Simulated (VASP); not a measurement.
Ta:

```
Ta
1.0
    -1.65128    1.65128    1.65128
     1.65128   -1.65128    1.65128
     1.65128    1.65128   -1.65128
Ta
1
Direct
  0.00000 0.00000 0.00000
```

* Program: VASP 6.6.1
* Task: single point
* Functional: PBEsol
* Potentials or basis: VASP PAW PBE potentials, release 64 (Ta_pv)
* Cutoff: 520 eV
* k mesh: 11 × 11 × 11
* Occupations: fermi-dirac, width 0.05 eV
* Spin: no spin polarisation

On this cell: pressure -4.2 GPa; band gap on the k mesh none (metal or under the smearing width).

The same run follows on a disturbed copy (cell strained at random at fixed volume):

```
Ta
1.0
    -1.62073    1.65465    1.62924
     1.69780   -1.62617    1.67783
     1.62244    1.62787   -1.60076
Ta
1
Direct
  0.00191 0.97643 0.99590
```

Q: What does the disturbed cell give?

A: The energy (extrapolated to zero smearing) moves by +14.4 meV/atom; pressure -3.8 GPa; band gap on the k mesh none (metal or under the smearing width).

Stress tensor (GPa, compression positive):
```
-4.33 -0.23 -4.14
-0.23 -3.09 -1.45
-4.14 -1.45 -3.88
```

Caveats: the PAW data sets were made with another functional, which shifts forces and pressure a little.
